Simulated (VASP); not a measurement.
# Be4H (Immm) in VASP: electric field gradients with rev-vdW-DF2

Aim: the electric field gradients of Be4H with rev-vdW-DF2.

All numbers are computed with VASP 6.6.1; they aren't measurements. Logs are shortened: lines on timing, memory, paths and dates and some standing lists are left out, and cuts for length are marked.

## 1. The structure

The structure is orthorhombic, space group Immm (No. 71). The conventional cell has a = 2.713 Å, b = 4.506 Å, c = 5.199 Å, α = 90.00°, β = 90.00°, γ = 90.00°. Be (site symmetry m) has 4 Be at 1.64 to 1.77 Å as nearest neighbours. H (site symmetry mmm) is surrounded by 12 Be at 1.99 to 2.10 Å.

The cell was built by a generator and needn't be a form met in nature.

## 2. Electric field gradients, rev-vdW-DF2

INCAR

```
  PREC = Accurate
  ENCUT = 520
  EDIFF = 1E-8
  ISMEAR = -1
  SIGMA = 0.1
  LREAL = F
  LASPH = T
  NELM = 100
  ALGO = Fast
  ISIF = 2
  LWAVE = F
  LCHARG = F
  GGA = MK
  LUSE_VDW = T
  AGGAC = 0.0
  PARAM1 = 0.1234
  PARAM2 = 0.711357
  ZAB_VDW = -1.8867
  LEFG = T
```

KPOINTS

```
Automatic mesh
0
Gamma
  11 11 11
```

POSCAR

```
Be4H
1.0
   -1.3567242900      2.2531231400      2.5993848800
    1.3567242900     -2.2531231400      2.5993848800
    1.3567242900      2.2531231400     -2.5993848800
Be H
4 1
Direct
    0.5380028500      0.3421335800      0.1958692700
    0.1462643100      0.3421335800      0.8041307300
    0.8537356900      0.6578664200      0.1958692700
    0.4619971500      0.6578664200      0.8041307300
    0.0000000000      0.0000000000      0.0000000000
```

Potentials or basis: VASP PAW PBE potentials, release 64 (Be, H).

The run is started by

```console
> cat potpaw_PBE.64/Be/POTCAR potpaw_PBE.64/H/POTCAR > POTCAR
> mpirun -np 1 vasp_std > vasp.out
```

OUTCAR:

```text
PREC = Accurate
   ENCUT = 520
   EDIFF = 1E-8
   ISMEAR = -1
   LREAL = F
   LASPH = T
   NELM = 100
   ISIF = 2
   GGA = MK

 ion  position               nearest neighbor table
   1  0.538  0.342  0.196-   3 1.64   4 1.73   4 1.73   2 1.77
   2  0.146  0.342  0.804-   4 1.64   3 1.73   3 1.73   1 1.77
   3  0.854  0.658  0.196-   1 1.64   2 1.73   2 1.73   4 1.77
   4  0.462  0.658  0.804-   2 1.64   1 1.73   1 1.73   3 1.77
   5  0.000  0.000  0.000-

  LATTYP: Found a body centered orthorhombic cell.
 ALAT       =     2.7134485800
 B/A-ratio  =     1.6607081900
 C/A-ratio  =     1.9159271336

  Lattice vectors:

 A1 = (  -1.3567242900,   2.2531231400,   2.5993848800)
 A2 = (   1.3567242900,  -2.2531231400,   2.5993848800)
 A3 = (   1.3567242900,   2.2531231400,  -2.5993848800)

Analysis of symmetry for initial positions (statically):
=====================================================================
 Subroutine PRICEL returns:
 Original cell was already a primitive cell.

 Routine SETGRP: Setting up the symmetry group for a
 body centered orthorhombic supercell.

 Subroutine GETGRP returns: Found  8 space group operations
 (whereof  8 operations were pure point group operations)
 out of a pool of  8 trial point group operations.

The static configuration has the point symmetry D_2h.

Analysis of symmetry for dynamics (positions and initial velocities):
=====================================================================
 Subroutine PRICEL returns:
 Original cell was already a primitive cell.

 Routine SETGRP: Setting up the symmetry group for a
 body centered orthorhombic supercell.

 Subroutine GETGRP returns: Found  8 space group operations
 (whereof  8 operations were pure point group operations)
 out of a pool of  8 trial point group operations.

The dynamic configuration has the point symmetry D_2h.

 Subroutine INISYM returns: Found  8 space group operations
 (whereof  8 operations are pure point group operations),
 and found     1 'primitive' translations

----------------------------------------------------------------------------------------

                                     Primitive cell

  volume of cell :      31.7839

  direct lattice vectors                    reciprocal lattice vectors
    -1.356724290  2.253123140  2.599384880     0.000000000  0.221914192  0.192353200
     1.356724290 -2.253123140  2.599384880     0.368534715  0.000000000  0.192353200
     1.356724290  2.253123140 -2.599384880     0.368534715  0.221914192  0.000000000

  length of vectors
     3.697846189  3.697846189  3.697846189     0.293676118  0.415713351  0.430190359

  position of ions in fractional coordinates (direct lattice)
     0.538002850  0.342133580  0.195869270
     0.146264310  0.342133580  0.804130730
     0.853735690  0.657866420  0.195869270
     0.461997150  0.657866420  0.804130730
     0.000000000  0.000000000  0.000000000

  ion indices of the primitive-cell ions
   primitive index   ion index
                 1           1
                 2           2
                 3           3
                 4           4
                 5           5

----------------------------------------------------------------------------------------

 KPOINTS: Automatic mesh

Automatic generation of k-mesh.
 Grid dimensions read from file:
 generate k-points for:   11   11   11

 Generating k-lattice:

  Cartesian coordinates                     Fractional coordinates (reciprocal lattice)
     0.000000000  0.020174017  0.017486655     0.090909091  0.000000000 -0.000000000
     0.033503156  0.000000000  0.017486655     0.000000000  0.090909091  0.000000000
     0.033503156  0.020174017  0.000000000    -0.000000000  0.000000000  0.090909091

  Length of vectors
     0.026697829  0.037792123  0.039108214

  Shift w.r.t. Gamma in fractional coordinates (k-lattice)
     0.000000000  0.000000000  0.000000000

 Subroutine IBZKPT returns following result:
 ===========================================

 Found    216 irreducible k-points:

 Following reciprocal coordinates:
            Coordinates               Weight
  0.000000  0.000000  0.000000      1.000000
  0.090909 -0.000000  0.000000      4.000000
  0.181818  0.000000  0.000000      4.000000
  0.272727 -0.000000  0.000000      4.000000
  0.363636  0.000000  0.000000      4.000000
  0.454545  0.000000  0.000000      4.000000
[... 16 lines left out ...]
  0.454545  0.181818  0.000000      8.000000
 -0.454545  0.181818  0.000000      8.000000
 [... further k-points ...]
   k-points           NKPTS =    216   k-points in BZ     NKDIM =    216   number of bands    NBANDS=      8
   number of dos      NEDOS =    301   number of ions     NIONS =      5
   total plane-waves  NPLWV =  21952
   dimension x,y,z NGX =    28 NGY =   28 NGZ =   28
   dimension x,y,z NGXF=    56 NGYF=   56 NGZF=   56
   ions per type =               4   1
   NGX,Y,Z   is equivalent  to a cutoff of  12.59, 12.59, 12.59 a.u.
   NGXF,Y,Z  is equivalent  to a cutoff of  25.18, 25.18, 25.18 a.u.
 SYSTEM =  unknown system
   PREC   = accura    normal or accurate (medium, high low for compatibility)
   ISTART =      0    job   : 0-new  1-cont  2-samecut
   ICHARG =      2    charge: 1-file 2-atom 10-const
   ISPIN  =      1    spin polarized calculation?
   LNONCOLLINEAR =      F non collinear calculations
   LSORBIT =      F    spin-orbit coupling
   LASPH  =      T    aspherical Exc in radial PAW
   ENCUT  =  520.0 eV  38.22 Ry    6.18 a.u.   6.88  6.88  6.88*2*pi/ulx,y,z
   NELM   =    100;   NELMIN=  2; NELMDL= -5     # of ELM steps
   EDIFF  = 0.1E-07   stopping-criterion for ELM
   LREAL  =      F    real-space projection
   EDIFFG = 0.1E-06   stopping-criterion for IOM
   NSW    =      0    number of steps for IOM
   IBRION =     -1    ionic relax: 0-MD 1-quasi-New 2-CG
   NFREE  =      0    steps in history (QN), initial steepest desc. (CG)
   ISIF   =      2    stress and relaxation
   ISYM   =      2    0-nonsym 1-usesym 2-fastsym
   POTIM  = 0.5000    time-step for ionic-motion
   TEBEG  =    0.0;   TEEND  =   0.0 temperature during run
   PSTRESS=    0.0 pullay stress
   NELECT =       9.0000    total number of electrons
   NUPDOWN=      -1.0000    fix difference up-down
   EMIN   =  10.00;   EMAX   =-10.00  energy-range for DOS
   EFERMI =   0.00;   METHOD = LEGACY
   ISMEAR =    -1;   SIGMA  =   0.10  broadening in eV -4-tet -1-fermi 0-gaus
   EFERMI_NEDOS =   21; number of points for ismear=-14 and -15
   IALGO  =     68    algorithm
   IMIX   =      4    mixing-type and parameters
     AMIX     =   0.40;   BMIX     =  1.00
     AMIX_MAG =   1.60;   BMIX_MAG =  1.00
  volume/ion in A,a.u.               =       6.36        42.90
  Fermi-wavevector in a.u.,A,eV,Ry     =   1.075028  2.031509 15.724065  1.155686
  Thomas-Fermi vector in A             =   2.210873
   LORBIT       =      0    0 simple, 1 ext, 2 COOP (PROOUT), +10 PAW based schemes
   GGA     = MK    functional components
   LHFCALC =     F    Hartree Fock is set to
   AEXX    =    0.0000 exact exchange contribution
   IVDW_NL    =     1    kernel type
   BPARAM     = 6.3000
   IVDW    =     0    specifies the selected vdW correction
   LEPSILON=     F    determine dielectric tensor
   LRPA    =     F    only Hartree local field effects (RPA)
 non-spin polarized calculation
 RMM-DIIS sequential band-by-band and
  energy-cutoff  :      520.00
  volume of cell :       31.78
 maximum number of plane-waves:       868
   NGX = 13   NGY = 13   NGZ = 13

 number of electron       9.0000000 magnetization

 Free energy of the ion-electron system (eV)
  ---------------------------------------------------
  ext. energy  EPLUGINS =         0.00000000
  ---------------------------------------------------
  free energy    TOTEN  =        -6.52601822 eV

  energy without entropy =       -6.49531860  energy(sigma->0) =       -6.51066841

 E-fermi :   6.5584     XC(G=0): -10.8193

 val. band max:        6.5487126561   @ k =  -0.4545  -0.3636   0.0909
 cond. band min:       6.5633569376   @ k =   0.3636   0.2727   0.0000
 fundamental gap:      0.0146442815
 Fermi energy:         6.5584273247

 k-point     1 :       0.0000    0.0000    0.0000
  band No.  band energies     occupation
      1      -5.1153      2.00000
      2       3.7818      2.00000
      3       4.1287      2.00000
      4       4.9222      2.00000
      5       6.6894      0.42508
      6       8.7342      0.00000
      7      11.5017      0.00000
      8      12.1216      0.00000

 k-point     2 :       0.0909   -0.0000    0.0000
  band No.  band energies     occupation
      1      -5.0432      2.00000
      2       2.7394      2.00000
      3       4.3631      2.00000
      4       5.3912      1.99998
      5       7.2043      0.00313
      6       8.6066      0.00000
      7      11.3731      0.00000
      8      11.9889      0.00000

 k-point     3 :       0.1818    0.0000    0.0000
  band No.  band energies     occupation
      1      -4.8290      2.00000
      2       1.4052      2.00000
      3       4.4432      2.00000
      4       5.9111      1.99692
      5       7.8052      0.00001
      6       8.9383      0.00000
      7      11.0634      0.00000
      8      11.7148      0.00000
[... 210 lines left out ...]
 k-point    23 :       0.4545    0.1818    0.0000
  band No.  band energies     occupation
      1      -2.9875      2.00000
      2      -1.1689      2.00000
      3       4.1530      2.00000
      4       6.4077      1.63725
      5       7.5074      0.00015
      6       8.2777      0.00000
      7       9.1841      0.00000
      8      10.9837      0.00000

 k-point    24 :      -0.4545    0.1818    0.0000
  band No.  band energies     occupation
      1      -3.3907      2.00000
      2      -0.4987      2.00000
      3       3.8267      2.00000
      4       6.5843      0.87152
      5       8.0762      0.00000
      6       8.4784      0.00000
      7       9.3533      0.00000
      8      10.5174      0.00000

 [... further k-points ...]

------------------------ aborting loop because EDIFF is reached ----------------------------------------

  FORCE on cell =-STRESS in cart. coord.  units (eV):
  Direction    XX          YY          ZZ          XY          YZ          ZX
  --------------------------------------------------------------------------------------
  -------------------------------------------------------------------------------------
  Total       12.3420972      5.9489429     23.5192918     -0.0000000      0.0000000      0.0000000
  in kB      622.1461772    299.8770829   1185.5714021     -0.0000000      0.0000000      0.0000000
  external PRESSURE =     702.5315541 kB  Pullay stress =       0.0000000 kB

 VOLUME and BASIS-vectors are now :
 -----------------------------------------------------------------------------
  energy-cutoff  :      520.00
  volume of cell :       31.78
      direct lattice vectors                 reciprocal lattice vectors
    -1.356724290  2.253123140  2.599384880     0.000000000  0.221914192  0.192353200
     1.356724290 -2.253123140  2.599384880     0.368534715  0.000000000  0.192353200
     1.356724290  2.253123140 -2.599384880     0.368534715  0.221914192  0.000000000

 POSITION                                       TOTAL-FORCE (eV/Angst)
 -----------------------------------------------------------------------------------
      0.00000      0.88264      1.77867        -0.000000      0.340195     -0.663999
      1.35672      1.37049     -0.82071         0.000000     -0.340195     -0.663999
     -0.00000      0.88264      3.42010         0.000000      0.340195      0.663999
      1.35672      1.37049      0.82071         0.000000     -0.340195      0.663999
      0.00000      0.00000      0.00000        -0.000000     -0.000000     -0.000000
 -----------------------------------------------------------------------------------
    total drift:                                0.000000      0.000000      0.000000

  FREE ENERGIE OF THE ION-ELECTRON SYSTEM (eV)
  ---------------------------------------------------
  free  energy   TOTEN  =        -6.5260182158 eV

  energy  without entropy=       -6.4953186018  energy(sigma->0) =       -6.51066841

Total vdW correction in eV:      0.1785430

 Electric field gradients (V/A^2)
---------------------------------------------------------------------
 ion       V_xx      V_yy      V_zz      V_xy      V_xz      V_yz
---------------------------------------------------------------------
   1       2.021     0.867    -2.888    -0.000    -0.000     4.908
   2       2.021     0.867    -2.888    -0.000    -0.000    -4.908
   3       2.021     0.867    -2.888    -0.000    -0.000    -4.908
   4       2.021     0.867    -2.888    -0.000    -0.000     4.908
   5       1.363    -0.787    -0.576     0.001     0.000     0.001
---------------------------------------------------------------------

 Electric field gradients after diagonalization (V/A^2)
 (convention: |V_zz| > |V_xx| > |V_yy|)
----------------------------------------------------------------------
 ion       V_xx      V_yy      V_zz     asymmetry (V_yy - V_xx)/ V_zz
----------------------------------------------------------------------
   1       4.245     2.021    -6.266       0.355
   2       4.245     2.021    -6.266       0.355
   3       4.245     2.021    -6.266       0.355
   4       4.245     2.021    -6.266       0.355
   5      -0.787    -0.576     1.363       0.154
----------------------------------------------------------------------

           NMR quadrupolar parameters

 Cq : quadrupolar parameter    Cq=e*Q*V_zz/h
 eta: asymmetry parameters     (V_yy - V_xx)/ V_zz
 Q  : nuclear electric quadrupole moment in mb (millibarn)
----------------------------------------------------------------------
 ion       Cq(MHz)       eta       Q (mb)
----------------------------------------------------------------------
   1      -0.015       0.355       1.000
   2      -0.015       0.355       1.000
   3      -0.015       0.355       1.000
   4      -0.015       0.355       1.000
   5       0.003       0.154       1.000
----------------------------------------------------------------------
```

Run time: 2.1 min. Hardware: 1 thread of Intel Xeon Platinum 8259CL at 2.50GHz (Skylake/Cascade Lake), shared host; peak memory 0.35 GiB.

What came out:

```
Free energy            : -6.5260 eV
Pressure               : 70.3 GPa
Largest force          : 0.746 eV/Å
Band gap on the k mesh : none (metal or under the smearing width)
```

Forces in eV/Å, atoms in the order of the input:
```
Be   0.000  0.340 -0.664
Be   0.000 -0.340 -0.664
Be   0.000  0.340  0.664
Be   0.000 -0.340  0.664
H    0.000  0.000  0.000
```

Stress tensor (GPa, compression positive):
```
 62.21   0.00   0.00
  0.00  29.99   0.00
  0.00   0.00 118.56
```

Levels at points of the mesh, in eV from the Fermi level:
```csv
k point,band 1,band 2,band 3,band 4,band 5,band 6,band 7,band 8
"(0.00, 0.00, 0.00)",-11.67,-2.78,-2.43,-1.64,0.13,2.18,4.94,5.56
```

Electric field gradients, principal values (V/Å²):
| atom | Vxx | Vyy | Vzz |
| --- | --- | --- | --- |
| 1 Be | 2.021 | 4.245 | -6.266 |
| 2 Be | 2.021 | 4.245 | -6.266 |
| 3 Be | 2.021 | 4.245 | -6.266 |
| 4 Be | 2.021 | 4.245 | -6.266 |
| 5 H | -0.576 | -0.787 | 1.363 |

Caveat: a pressure of tens of GPa on the cell as given is suspect, and the run, the potentials or the cell itself is likely at fault; the PAW data sets were made with another functional, which shifts forces and pressure a little.
